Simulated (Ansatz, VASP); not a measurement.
# Two plane-wave programs on SrO

The input INCAR:

```
SYSTEM = SrO
ALGO = Normal
EDIFF = 1E-6
ENCUT = 520
GGA = PE
ISIF = 2
ISMEAR = 0
LASPH = .TRUE.
LCHARG = .FALSE.
LREAL = .FALSE.
LWAVE = .FALSE.
NBANDS = 15
NELM = 60
PREC = Accurate
SIGMA = 0.05
```

The input KPOINTS:

```
k-points
0
G
  8 8 8
  0 0 0
```

Contents of POSCAR:

```
SrO
1.0
    0.0000000000      2.4927060000      2.5698000000
    2.4927060000      0.0000000000      2.5698000000
    2.4927060000      2.4927060000      0.0000000000
Sr O
1 1
Direct
    0.0000000000      0.0000000000      0.0000000000
    0.5000000000      0.5000000000      0.5000000000
```

Input for Ansatz:

```yaml
crystal:
  lattice:
    - [0.0, 2.492706, 2.5698]
    - [2.492706, 0.0, 2.5698]
    - [2.492706, 2.492706, 0.0]
  atoms:
    - { symbol: Sr, position: [0.0, 0.0, 0.0] }
    - { symbol: O, position: [0.5, 0.5, 0.5] }
basis:
  ecutwfc: 420
kpoints:
  mp_grid: { grid: [8, 8, 8] }
hamiltonian:
  xc: pbe
scf:
  occupations: { method: gaussian, width: 0.05 }
output:
  forces: true
  stress: true
  eigenvalues: true
```

Change from the starting cell: strain -0.030 along x and y, +0.000 along z, atoms carried along.

Alike in both runs: task single point; functional PBE; k mesh 8 × 8 × 8; occupations gaussian, width 0.05 eV; no spin polarisation.

|  | VASP | Ansatz |
| --- | --- | --- |
| version | VASP 6.6.1 | Ansatz 0.2.0 |
| potentials or method | VASP PAW PBE potentials, release 64 (Sr_sv, O) | scalar-relativistic, plane waves, PAW |
| plane-wave cutoff (eV) | 520 | 420 |
| valence electrons in the cell | 16 | 16 |

Ansatz gave:

```
gap on the k mesh at the Fermi level (eV)       : 3.20
least direct gap on the mesh (eV)               : 3.21
pressure (GPa)                                  : 9.9
largest component of the traceless stress (GPa) : 3.66
```

Estimate VASP's values.

gap on the k mesh at the Fermi level (eV): 3.14; least direct gap on the mesh (eV): 3.16; pressure (GPa): 10.7; largest component of the traceless stress (GPa): 3.85.

The functional is the same, so the differences come from potentials, cutoffs and numerics.

A k mesh can miss the band edges.
